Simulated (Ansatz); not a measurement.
Tc:

```xyz
1
Lattice="0.0000 1.9500 1.9500 1.9500 0.0000 1.9500 1.9500 1.9500 0.0000" Properties=species:S:1:pos:R:3 pbc="T T T"
Tc    0.0000    0.0000    0.0000
```

This isn't the form of Tc at room conditions, which is hcp.

| Property | Result |
| --- | --- |
| Program | Ansatz 0.2.0 |
| Task | relaxation of cell and atoms |
| Functional | r2SCAN |
| Potentials or basis | Ansatz PAW earlier set |
| Cutoff | 500 eV (not typed: the program's choice for these potentials) |
| k mesh | 12 × 12 × 12 |
| Occupations | fermi-dirac, width 0.05 eV |
| Spin | no spin polarisation |

At the start: volume 14.83 Å³/atom.

Question: Where does the relaxation end?

Answer: It ends after 5 steps and the volume is 14.28 Å³/atom (-3.7 %); space group Fm-3m (No. 225, to 0.05 Å).

The path:
| step | energy change (eV) | largest force (eV/Å) | volume (Å³) |
| --- | --- | --- | --- |
| 1 | 0.0000 | 0.0000 | 14.83 |
| 2 | -0.0197 | 0.0000 | 14.34 |
| 3 | -0.0200 | 0.0000 | 14.27 |
| 4 | -0.0200 | 0.0000 | 14.28 |
| 5 | -0.0197 | 0.0000 | 14.28 |

Final structure:
```
Tc
1.0
     0.00000    1.92554    1.92554
     1.92554    0.00000    1.92554
     1.92554    1.92554    0.00000
Tc
1
Direct
  0.00000 0.00000 0.00000
```

Caveat: the plane-wave basis is chosen anew once the cell has moved, so the energies of steps on either side of that aren't comparable; the PAW data sets come from PBE, with cores solved anew for the run's functional, which leaves a small shift of forces and pressure.
